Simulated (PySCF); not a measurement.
# C4H9N (Pyrrolidine (eq and ax)): the cost of one run

Computed with PySCF 2.14.0, with density-fitted response routines of our own, on a single molecule, in the gas phase or a continuum. Atoms are numbered from 0 throughout.

## Step 1: The molecule as given

14 atoms, charge 0, multiplicity 1; geometry from: GFN2-xTB. The atoms were then displaced at random by about 0.01 Å, so the start is not that level's minimum.

Bonds of the start (Å): C0–C1 1.53, C1–C2 1.55, C2–N3 1.40, N3–C4 1.47, C4–C0 1.57, C0–H5 1.08, C0–H6 1.07, C1–H7 1.10, C1–H8 1.11, C2–H9 1.11, C2–H10 1.09, N3–H11 1.01, C4–H12 1.11, C4–H13 1.12.

## Step 2: Optimising the geometry at PBE0-D3(BJ)/def2-TZVP

What the job is given:

```
{"job": {"xc": "PBE0", "basis": "def2-TZVP", "d3": "d3bj", "grid": 2, "shake": 0.01, "kind": "geom"}, "charge": 0, "multiplicity": 1}
C     -0.197120    -1.177750     0.132240
C      1.107930    -0.386580     0.070320
C      0.664280     1.099320     0.026940
N     -0.640670     1.131130    -0.485190
C     -1.294030    -0.048060     0.110200
H     -0.334410    -1.789570    -0.748150
H     -0.287220    -1.776790     1.017090
H      1.687480    -0.632510    -0.833310
H      1.744910    -0.584930     0.951890
H      0.652250     1.504310     1.061380
H      1.335830     1.721660    -0.557820
H     -0.643320     1.011900    -1.484860
H     -2.225900    -0.313810    -0.422960
H     -1.577150     0.226600     1.154450
```

Run with:

```
OMP_NUM_THREADS=1 python probes_run.py task.json out
```

This one command runs all jobs of the session in turn.

**Question.** How long does this first job take on 1 thread of Arm Neoverse V1, shared host, and how much memory does it need?

About 95 s, with a peak of 1.1 GiB.
